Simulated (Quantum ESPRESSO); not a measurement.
Set up this calculation in Quantum ESPRESSO 7.5, as the native input.

```
Task                : single point
Functional          : PBE
Potentials or basis : SG15 PBE 1.2
Cutoff              : 952 eV
Density cutoff      : 3810 eV
k mesh              : 6 × 6 × 6
Occupations         : fermi-dirac, width 0.05 eV
Spin                : no spin polarisation
Mixing beta         : 0.5
Most SCF iterations : 120
SCF threshold       : 2e-10 Ry
```

Ag:

```
Ag
1.0
     0.00000    2.04275    2.04275
     2.04275    0.00000    2.04275
     2.04275    2.04275    0.00000
Ag
1
Direct
  0.00000 0.00000 0.00000
```

One way to write it, as run:

pw.in

```
&CONTROL
  calculation = 'scf'
  prefix = 'pwscf'
  outdir = './tmp'
  pseudo_dir = './pseudo'
  tprnfor = .true.
  tstress = .true.
  disk_io = 'nowf'
/
&SYSTEM
  ibrav = 0
  nat = 1
  ntyp = 1
  ecutwfc = 70
  nbnd = 16
  occupations = 'smearing'
  smearing = 'fd'
  degauss = 0.00367493
/
&ELECTRONS
  conv_thr = 2d-10
  electron_maxstep = 120
  mixing_beta = 0.5
/
ATOMIC_SPECIES
Ag   107.8682 Ag_ONCV_PBE-1.2.upf
CELL_PARAMETERS angstrom
   0.0000000000    2.0427500000    2.0427500000
   2.0427500000    0.0000000000    2.0427500000
   2.0427500000    2.0427500000    0.0000000000
ATOMIC_POSITIONS crystal
Ag     0.0000000000    0.0000000000    0.0000000000
K_POINTS automatic
6 6 6 0 0 0
```

Potentials or basis: SG15 PBE 1.2.

Launch:

```console
$ OMP_NUM_THREADS=1 mpirun -n 2 pw.x -nk 2 -in pw.in > pw.out
```

It gave:

| Quantity | Value |
| --- | --- |
| Pressure | 5.4 GPa |
| Band gap on the k mesh | none (metal or under the smearing width) |

Caveat: the k mesh is coarse (spacing up to 0.44 Å⁻¹), so the values aren't converged.

Run time: 2.7 s on 2 MPI ranks on AMD EPYC 7B13 (Zen 3) (shared host), peak memory 0.1 GiB a rank.
